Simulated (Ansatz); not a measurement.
# Te₂Pt: computed DOS

Space group P-3m1 (No. 164). a = 4.090 Å, b = 4.090 Å, c = 5.383 Å, α = 90.00°, β = 90.00°, γ = 120.00°
```tsv
atom	site	symmetry	x	y	z
Pt	1a	-3m.	0.0000	0.0000	0.0000
Te	2d	3m.	0.3333	0.6667	0.2530
```

The runs use the primitive cell with vectors (4.090, 0.000, 0.000), (-2.045, 3.542, 0.000), (0.000, 0.000, 5.383) Å, to which the k mesh refers.

The structure comes from a relaxation in the same program, started in the CdI2 type, and has space group P-3m1. Whether it is a known phase or the ground state wasn't checked.

Spin–orbit coupling is left out, though it moves levels of the heavy atoms by tenths of an eV or more.

Method: Ansatz 0.2.0, DFT, PBE, all-electron LAPW, scalar-relativistic.

The runs use a Γ-centred 10×10×6 k mesh, Fermi–Dirac smearing of 0.05 eV, basis error target 1 meV/atom, no spin polarisation.

States per eV and cell, averaged over 0.6 eV, from -12.4 to 6.6 eV, with energies (bin centres) from the Fermi level; empty bins are left out. The partial columns, the largest 4 alone, are projections on Löwdin-orthogonalised atomic shells (those that the program's projection atoms carry: the occupied ones and, for some elements, an empty d or f shell; other empty shells have no column), summed over atoms of an element. Weights on diffuse s and p shells depend on that basis and aren't pure angular character.

| E (eV) | total | Te 5p | Pt 5d | Te 5s | Pt 6s |
| --- | --- | --- | --- | --- | --- |
| -12.2 | 1.31 | 0.08 | 0.04 | 1.07 | 0.12 |
| -11.6 | 3.27 | 0.11 | 0.24 | 2.85 | 0.06 |
| -11.0 | 1.00 | 0.02 | 0.08 | 0.89 | 0.01 |
| -10.4 | 0.01 | 0.00 | 0.00 | 0.01 | 0.00 |
| -6.8 | 0.18 | 0.11 | 0.03 | 0.00 | 0.03 |
| -6.2 | 1.92 | 1.14 | 0.38 | 0.07 | 0.31 |
| -5.6 | 2.83 | 1.55 | 1.10 | 0.06 | 0.09 |
| -5.0 | 4.74 | 1.92 | 2.52 | 0.12 | 0.12 |
| -4.4 | 2.33 | 0.86 | 1.29 | 0.08 | 0.07 |
| -3.8 | 4.54 | 1.10 | 3.22 | 0.11 | 0.06 |
| -3.2 | 4.04 | 0.65 | 3.11 | 0.08 | 0.16 |
| -2.6 | 2.92 | 1.47 | 1.29 | 0.06 | 0.05 |
| -2.0 | 2.38 | 1.46 | 0.80 | 0.05 | 0.02 |
| -1.4 | 2.27 | 1.65 | 0.48 | 0.06 | 0.02 |
| -0.8 | 1.23 | 0.99 | 0.16 | 0.03 | 0.01 |
| -0.2 | 0.65 | 0.46 | 0.13 | 0.03 | 0.01 |
| 0.4 | 1.74 | 1.09 | 0.47 | 0.08 | 0.03 |
| 1.0 | 2.03 | 1.38 | 0.48 | 0.05 | 0.03 |
| 1.6 | 2.47 | 1.80 | 0.50 | 0.03 | 0.03 |
| 2.2 | 0.41 | 0.31 | 0.08 | 0.00 | 0.00 |
| 2.8 | 0.07 | 0.02 | 0.00 | 0.00 | 0.03 |
| 3.4 | 1.42 | 0.44 | 0.04 | 0.03 | 0.48 |
| 4.0 | 1.57 | 0.43 | 0.03 | 0.04 | 0.46 |
| 4.6 | 1.05 | 0.16 | 0.01 | 0.03 | 0.20 |
| 5.2 | 1.75 | 0.09 | 0.01 | 0.01 | 0.11 |
| 5.8 | 1.27 | 0.03 | 0.01 | 0.01 | 0.03 |
| 6.4 | 2.19 | 0.06 | 0.01 | 0.01 | 0.05 |

(1) Where is the centre of the filled Pt 5d states between -14 eV and the top of the filled states?

Answers

(1) -3.98 eV from the Fermi level.
